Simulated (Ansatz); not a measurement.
AlGa₃As₄, ordered on the zincblende lattice (P-43m) with 8 atoms a cell, relaxed with r2SCAN. The symmetry is P-43m (No. 215, cubic); a = 5.670 Å in the conventional setting, 22.79 Å³ an atom. Al is surrounded by 4 As at 2.45 Å; As is surrounded by 1 Al at 2.45 Å and 3 Ga at 2.46 Å; Ga is surrounded by 4 As at 2.46 Å.

```
Al As Ga
1.0
     5.67003    0.00000    0.00000
     0.00000    5.67003    0.00000
     0.00000    0.00000    5.67003
Al As Ga
1 4 3
Direct
  0.00000 0.00000 0.00000
  0.24974 0.24974 0.24974
  0.75026 0.75026 0.24974
  0.75026 0.24974 0.75026
  0.24974 0.75026 0.75026
  0.50000 0.50000 0.00000
  0.50000 0.00000 0.50000
  0.00000 0.50000 0.50000
```

3 runs of the plane-wave code Ansatz on this cell differ in the functional (and in the settings that go with it). Levels are in eV from each run's valence top; v1 is the last filled band, c1 the first empty one.

Run A, mean stress +0.3 GPa (compression positive):

| point | v4 | v3 | v2 | v1 | c1 | c2 |
| --- | --- | --- | --- | --- | --- | --- |
| Γ | -2.79 | 0.00 | 0.00 | 0.00 | 2.25 | 2.73 |
| X | -1.81 | -1.81 | -1.68 | -1.68 | 3.36 | 3.54 |
| M | -1.26 | -1.26 | -1.26 | -1.16 | 4.15 | 4.30 |

Run B, mean stress 0.0 GPa (compression positive):

| point | v4 | v3 | v2 | v1 | c1 | c2 |
| --- | --- | --- | --- | --- | --- | --- |
| Γ | -2.60 | 0.00 | 0.00 | 0.00 | 1.30 | 1.81 |
| X | -1.68 | -1.68 | -1.57 | -1.57 | 2.34 | 2.54 |
| M | -1.19 | -1.17 | -1.17 | -1.09 | 3.07 | 3.21 |

Run C, mean stress +0.5 GPa (compression positive):

| point | v4 | v3 | v2 | v1 | c1 | c2 |
| --- | --- | --- | --- | --- | --- | --- |
| Γ | -2.74 | 0.00 | 0.00 | 0.00 | 1.67 | 2.10 |
| X | -1.76 | -1.76 | -1.64 | -1.64 | 2.72 | 2.90 |
| M | -1.23 | -1.23 | -1.23 | -1.13 | 3.50 | 3.65 |

Q: Match the runs to r2SCAN, HSE06, PBE0.

A: A is PBE0, B is r2SCAN, C is HSE06. In order of the gap: r2SCAN 1.30, HSE06 1.67, PBE0 2.25 eV. The stress vanishes for r2SCAN, which relaxed the cell.

Values at 0 K without nuclear motion; spin polarisation is off, and the phase may be a hypothetical one.

The runs are scalar-relativistic, without spin-orbit coupling.

The program warns that its thresholds are loose for a hybrid's stress.

The meshes of the hybrids are coarse, so their gaps aren't converged to the digits shown.
